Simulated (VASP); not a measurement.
# I (Immm) in VASP: a series of runs

One crystal, I, is run at these levels: PBEsol, r2SCAN, LDA; tasks: relaxation of cell and atoms.

Program: VASP 6.6.1. These are calculated values, not measurements. Logs are shortened: lines on timing, memory, paths and dates and some standing lists are left out, and cuts for length are marked.

## Step 1: Starting point

It takes space group Immm (No. 71, orthorhombic). The conventional cell has a = 2.908 Å, b = 3.033 Å, c = 5.226 Å, α = 90.00°, β = 90.00°, γ = 90.00°. I (site symmetry mmm) is surrounded by 4 I at 2.91 to 3.03 Å.

## Step 2: Relaxation of cell and atoms, PBEsol, target pressure 32 GPa, at which the enthalpy is minimised

The input, INCAR:

```
PREC = Accurate ; ENCUT = 600
EDIFF = 1E-6 ; ISMEAR = 1
SIGMA = 0.1 ; LREAL = F
LASPH = T ; NELM = 80
ALGO = Normal ; ISIF = 3
LWAVE = F ; LCHARG = F
GGA = PS ; IBRION = 2
NSW = 90 ; EDIFFG = -0.01
PSTRESS = 320.0
```

The input, KPOINTS:

```
Automatic mesh
0
Gamma
  18 18 18
```

The input, POSCAR:

```
I
1.0
   -1.4538500000      1.5166500000      2.6130000000
    1.4538500000     -1.5166500000      2.6130000000
    1.4538500000      1.5166500000     -2.6130000000
I
1
Direct
    0.0000000000      0.0000000000      0.0000000000
```

Potentials or basis: VASP PAW PBE potentials, release 64 (I).

Started as:

```console
> cat potpaw_PBE.64/I/POTCAR > POTCAR
> mpirun -np 1 vasp_std > vasp.out
```

OUTCAR:

```text
PREC = Accurate
   ENCUT = 600
   EDIFF = 1E-6
   ISMEAR = 1
   LREAL = F
   LASPH = T
   NELM = 80
   ISIF = 3
   GGA = PS
   IBRION = 2
   NSW = 90
   EDIFFG = -0.01
   PSTRESS = 320.0

 ion  position               nearest neighbor table
   1  0.000  0.000  0.000-

  LATTYP: Found a body centered orthorhombic cell.
 ALAT       =     2.9077000000
 B/A-ratio  =     1.0431956529
 C/A-ratio  =     1.7972968325

  Lattice vectors:

 A1 = (  -1.4538500000,   1.5166500000,   2.6130000000)
 A2 = (   1.4538500000,  -1.5166500000,   2.6130000000)
 A3 = (   1.4538500000,   1.5166500000,  -2.6130000000)

Analysis of symmetry for initial positions (statically):
=====================================================================
 Subroutine PRICEL returns:
 Original cell was already a primitive cell.

 Routine SETGRP: Setting up the symmetry group for a
 body centered orthorhombic supercell.

 Subroutine GETGRP returns: Found  8 space group operations
 (whereof  8 operations were pure point group operations)
 out of a pool of  8 trial point group operations.

The static configuration has the point symmetry D_2h.

Analysis of symmetry for dynamics (positions and initial velocities):
=====================================================================
 Subroutine PRICEL returns:
 Original cell was already a primitive cell.

 Routine SETGRP: Setting up the symmetry group for a
 body centered orthorhombic supercell.

 Subroutine GETGRP returns: Found  8 space group operations
 (whereof  8 operations were pure point group operations)
 out of a pool of  8 trial point group operations.

The dynamic configuration has the point symmetry D_2h.

 Subroutine INISYM returns: Found  8 space group operations
 (whereof  8 operations are pure point group operations),
 and found     1 'primitive' translations

----------------------------------------------------------------------------------------

                                     Primitive cell

  volume of cell :      23.0465

  direct lattice vectors                    reciprocal lattice vectors
    -1.453850000  1.516650000  2.613000000     0.000000000  0.329673952  0.191350938
[... 103 lines left out ...]
     AMIX     =   0.40;   BMIX     =  1.00
     AMIX_MAG =   1.60;   BMIX_MAG =  1.00
  volume/ion in A,a.u.               =      23.05       155.53
  Fermi-wavevector in a.u.,A,eV,Ry     =   1.100456  2.079560 16.476705  1.211004
  Thomas-Fermi vector in A             =   2.236867
   LORBIT       =      0    0 simple, 1 ext, 2 COOP (PROOUT), +10 PAW based schemes
   GGA     = PS    functional components
   LHFCALC =     F    Hartree Fock is set to
   AEXX    =    0.0000 exact exchange contribution
   IVDW    =     0    specifies the selected vdW correction
   LEPSILON=     F    determine dielectric tensor
   LRPA    =     F    only Hartree local field effects (RPA)
 conjugate gradient relaxation of ions
 non-spin polarized calculation
 Methfessel and Paxton  Order N= 1 SIGMA  =   0.10
  energy-cutoff  :      600.00
  volume of cell :       23.05
 maximum number of plane-waves:       788
   NGX = 13   NGY = 13   NGZ = 13

--------------------------------------- Ionic step        1  -------------------------------------------

 number of electron       7.0000000 magnetization

 Free energy of the ion-electron system (eV)
  ---------------------------------------------------
  ext. energy  EPLUGINS =         0.00000000
  ---------------------------------------------------
  free energy    TOTEN  =        -0.91048116 eV

  energy without entropy =       -0.91007388  energy(sigma->0) =       -0.91034540

------------------------ aborting loop because EDIFF is reached ----------------------------------------

  FORCE on cell =-STRESS in cart. coord.  units (eV):
  Direction    XX          YY          ZZ          XY          YZ          ZX
  --------------------------------------------------------------------------------------
  -------------------------------------------------------------------------------------
  Total        4.2358397      4.0720129      3.8781710      0.0000000      0.0000000      0.0000000
  in kB      294.4731651    283.0840209    269.6082436      0.0000000      0.0000000      0.0000000
  external PRESSURE =     -37.6115235 kB  Pullay stress =     320.0000000 kB
[... 94 lines left out ...]
  energy  without entropy=       -0.7942365071  energy(sigma->0) =       -0.79443150

  enthalpy is  TOTEN    =         3.6843949543 eV   P V=        4.4789239535

[... ionic steps 4 to 11 ...]

--------------------------------------- Ionic step       12  -------------------------------------------

 number of electron       7.0000000 magnetization

------------------------ aborting loop because EDIFF is reached ----------------------------------------
[... 69 lines left out ...]
--------------------------------------- Ionic step       14  -------------------------------------------

 number of electron       7.0000000 magnetization

 Free energy of the ion-electron system (eV)
  ---------------------------------------------------
  ext. energy  EPLUGINS =         0.00000000
  ---------------------------------------------------
  free energy    TOTEN  =        -0.77351318 eV

  energy without entropy =       -0.77351429  energy(sigma->0) =       -0.77351355

 E-fermi :  11.4872     XC(G=0): -11.3688

 val. band max:       11.4852309295   @ k =  -0.2778  -0.3889   0.2778
 cond. band min:      11.4914023014   @ k =  -0.1111  -0.1111   0.0556
 fundamental gap:      0.0061713719
 Fermi energy:        11.4871586993

 k-point     1 :       0.0000    0.0000    0.0000
  band No.  band energies     occupation
      1      -6.0689      2.00000
      2      13.3431     -0.00000
      3      13.8984      0.00000
      4      13.9418      0.00000
      5      19.9499      0.00000
      6      21.8256      0.00000
      7      21.8997      0.00000
[... 221 lines left out ...]
 k-point    24 :      -0.2778    0.0556    0.0000
  band No.  band energies     occupation
      1      -4.5733      2.00000
      2       7.3879      2.00000
      3      11.5740     -0.01093
      4      13.5162      0.00000
      5      17.9171      0.00000
      6      20.8701      0.00000
      7      22.1488      0.00000

 [... further k-points ...]

------------------------ aborting loop because EDIFF is reached ----------------------------------------

  FORCE on cell =-STRESS in cart. coord.  units (eV):
  Direction    XX          YY          ZZ          XY          YZ          ZX
  --------------------------------------------------------------------------------------
  -------------------------------------------------------------------------------------
  Total        4.4434138      4.4531510      4.4532284      0.0000000      0.0000000      0.0000000
  in kB      319.5954245    320.2957777    320.3013502      0.0000000      0.0000000      0.0000000
  external PRESSURE =       0.0641841 kB  Pullay stress =     320.0000000 kB
[... 20 lines left out ...]
  energy  without entropy=       -0.7735142919  energy(sigma->0) =       -0.77351355

  enthalpy is  TOTEN    =         3.6755255133 eV   P V=        4.4490386895

 reached required accuracy - stopping structural energy minimisation
```

OSZICAR:

```text
N       E                     dE             d eps       ncg     rms          rms(c)
DAV:   1     0.230086883809E+02    0.23009E+02   -0.31077E+03 12110   0.853E+02
DAV:   2    -0.419720769506E+00   -0.23428E+02   -0.22715E+02 16555   0.109E+02
DAV:   3    -0.919046847320E+00   -0.49933E+00   -0.49410E+00 15925   0.187E+01
[... 102 lines left out ...]
       N       E                     dE             d eps       ncg     rms          rms(c)
DAV:   1    -0.773528265992E+00   -0.21908E-02   -0.13926E-03 15540   0.236E-01    0.362E-02
DAV:   2    -0.773518586237E+00    0.96798E-05   -0.32577E-05 14728   0.517E-02    0.120E-02
DAV:   3    -0.773513358578E+00    0.52277E-05   -0.93965E-06 16849   0.203E-02    0.559E-03
DAV:   4    -0.773513176219E+00    0.18236E-06   -0.73919E-07  7966   0.654E-03
  14 F= 0.36755255E+01 E0= 0.36755251E+01  d E =-.996955E-05
```

CONTCAR:

```text
I
   1.00000000000000
    -1.4913509847147917    1.4888267557338519    2.5080879693486682
     1.4913509847147917   -1.4888267557338519    2.5080879693486682
     1.4913509847147917    1.4888267557338519   -2.5080879693486682
  I
     1
Direct
     0.0000000000000000    0.0000000000000000    0.0000000000000000

  0.00000000E+00  0.00000000E+00  0.00000000E+00
```

It took 14 min on 1 thread of Intel Xeon Platinum 8488C (Sapphire Rapids), shared host; peak memory 0.32 GiB.

Results:

* Free energy: -0.7735 eV
* Relaxed volume: 22.28 Å³/atom
* Relaxed cell: a = 3.276 Å, b = 3.276 Å, c = 3.276 Å, α = 125.84°, β = 125.94°, γ = 80.07°
* Space group after relaxing (to 0.05 Å): I4/mmm (No. 139)
* Energy change on relaxing (the enthalpy is what falls): +137.0 meV/atom
* Ionic steps: 14
* Pressure after relaxing: 32.0 GPa
* Band gap on the k mesh: none (metal or under the smearing width)

The path:
| step | energy change (eV) | largest force (eV/Å) | pressure (GPa) | volume (Å³) |
| --- | --- | --- | --- | --- |
| 1 | 0.0000 | 0.0000 | 28.24 | 23.05 |
| 2 | 0.3727 | 0.0000 | 41.42 | 21.29 |
| 3 | 0.1160 | 0.0000 | 32.36 | 22.43 |
| 4 | 0.1284 | 0.0000 | 32.28 | 22.34 |
| 5 | 0.1579 | 0.0000 | 32.48 | 22.18 |
| 6 | 0.1519 | 0.0000 | 32.39 | 22.20 |
| 7 | 0.1157 | 0.0000 | 31.06 | 22.38 |
| 8 | 0.1308 | 0.0000 | 31.62 | 22.31 |
| 9 | 0.1540 | 0.0000 | 32.58 | 22.19 |
| 10 | 0.1438 | 0.0000 | 32.16 | 22.24 |
| 11 | 0.1363 | 0.0000 | 31.94 | 22.28 |
| 12 | 0.1350 | 0.0000 | 31.91 | 22.29 |
| 13 | 0.1391 | 0.0000 | 32.12 | 22.26 |
| 14 | 0.1370 | 0.0000 | 32.01 | 22.28 |

Final structure:
```yaml
crystal:
  lattice:
    - [-1.49135, 1.48883, 2.50809]
    - [1.49135, -1.48883, 2.50809]
    - [1.49135, 1.48883, -2.50809]
  atoms:
    - { symbol: I, position: [0.00000, 0.00000, 0.00000] }
```

Levels at points of the mesh, in eV from the Fermi level:
```csv
k point,band 2,band 3,band 4,band 5,band 6,band 7
"(0.00, 0.00, 0.00)",1.86,2.41,2.45,8.46,10.34,10.41
"(0.50, 0.00, 0.00)",-8.70,-0.84,2.22,5.24,9.13,10.31
"(0.00, 0.50, 0.00)",-8.70,-0.84,2.25,5.24,9.15,10.26
"(0.50, 0.50, 0.00)",-7.42,-3.91,-2.02,2.20,3.28,16.17
"(0.50, 0.50, 0.50)",-8.36,-0.81,-0.77,4.50,4.71,20.97
```

Caveat: the cell is relaxed towards a set pressure, so the enthalpy falls and the energy may rise; the PAW data sets were made with another functional, which shifts forces and pressure a little; an odd number of electrons without spin polarisation forces a metal; a magnetic or distorted state may lie lower.

(Continued in part 2 of 3.)
